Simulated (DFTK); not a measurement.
Runs of DFTK 0.8.2 on Os. The structure is hexagonal, space group P6_3/mmc (No. 194). The conventional cell has a = 2.734 Å, b = 2.734 Å, c = 4.320 Å, α = 90.00°, β = 90.00°, γ = 120.00°. Around Os (site symmetry -6m2) lie 12 Os at 2.68 to 2.73 Å. 

```tsv
task	level	potentials or basis	k mesh	cutoff (eV)	SCF solver	mesh quality	gap on the mesh (eV)	V0 of scaled cells (Å³/atom)	B0 (GPa)
equation of state	AM05	dojo.nc.sr.pbesol.v0_4_1.standard.upf (PBEsol)	7 × 7 × 4	1007	-	coarse	-	(b)	439
equation of state	LDA	dojo.nc.sr.lda.v0_4_1.standard.upf (LDA)	7 × 7 × 4	1007	-	coarse	-	13.70	450
equation of state	PBEsol	dojo.nc.sr.pbesol.v0_4_1.standard.upf (PBEsol)	7 × 7 × 4	1007	-	coarse	-	(a)	433
band structure	BJ06	in-house norm-conserving set (r2SCAN, scalar relativistic)	7 × 7 × 4	1088	ScfAndersonSolver	coarse	none	-	-
single point	PBE	dojo.nc.sr.pbe.v0_4_1.standard.upf (PBE)	11 × 11 × 6	1007	-	not flagged	none	-	-
```

Alike in all rows: no spin polarisation; cell as given; smearing fermi-dirac 0.05 eV.

Q: Fill in the values left out.

A: (a) 13.90; (b) 13.81.

Caveats: some runs use coarse meshes; the cell was scaled at fixed shape and fractional positions, which overstates the stiffness of a crystal with free parameters, most of all of layers and chains (some runs); the potentials were made for another functional, which shifts forces and pressure (some runs); the program leaves the constant c of mgga_x_tb09 at 1, so the potential is Becke-Johnson's (BJ06) and not Tran and Blaha's, with levels but no total energy (some runs); spin-orbit coupling is left out, which moves the levels of the heavy elements (some runs).

A k mesh can miss the band edges, and the runs leave out spin-orbit coupling on Os.

A gap of «none» marks a metal or a gap under the smearing width.
